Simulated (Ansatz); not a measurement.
Relaxed bulk C:

```yaml
crystal:
  lattice:
    - [1.22946, 0.70983, 11.13473]
    - [-1.22946, 0.70983, 11.13473]
    - [0.00000, -1.41966, 11.13473]
  atoms:
    - { symbol: C, position: [0.05406, 0.05406, 0.05406] }
    - { symbol: C, position: [0.94594, 0.94594, 0.94594] }
    - { symbol: C, position: [0.27926, 0.27926, 0.27926] }
    - { symbol: C, position: [0.72074, 0.72074, 0.72074] }
```

Miller indices refer to the conventional cell of R-3m (No. 166), a = 2.459 Å, b = 2.459 Å, c = 33.404 Å, α = 90.00°, β = 90.00°, γ = 120.00°.

The (001) slab of 4 planes, 18.7 Å thick with 15 Å of vacuum as cut; outer planes C (top) and C (bottom).

The calculation used DFT PBEsol, scalar-relativistic, plane waves, PAW (Ansatz). Plane waves to 420 eV, a k mesh through Γ of 15×15×1 on the computed 8-atom cell and Gaussian smearing (0.10 eV); no spin polarisation. The cell repeats along c with a dipole correction in the vacuum.

The surface energy is small: either the cut is weakly bound (this functional has no dispersion correction), or the bulk reference is not the lowest structure.

With the atoms at the bulk's places:

| Property | Result |
| --- | --- |
| Surface energy (mean of both faces) | 0.02 J/m² |
| Work function | 4.31 eV |

(1) What changes when all atoms relax within this surface cell and its symmetry?

Answers

(1) The energy changes by under 0.001 J/m² a face. No atom moved: the forces on the slab as cut lay under the relaxation's threshold already, so smaller changes of the spacings aren't resolved.

```json
{"Surface energy (mean of both faces)": "0.02 J/m²", "Work function": "4.31 eV"}
```

```json
{"plane (bottom to top)": "1", "atoms": "C2", "spacing to next, bulk (Å)": "7.523", "relaxed (Å)": "7.523", "change (%)": "0.0"}
{"plane (bottom to top)": "2", "atoms": "C2", "spacing to next, bulk (Å)": "3.612", "relaxed (Å)": "3.612", "change (%)": "0.0"}
{"plane (bottom to top)": "3", "atoms": "C2", "spacing to next, bulk (Å)": "7.523", "relaxed (Å)": "7.523", "change (%)": "0.0"}
{"plane (bottom to top)": "4", "atoms": "C2", "spacing to next, bulk (Å)": "", "relaxed (Å)": "", "change (%)": ""}
```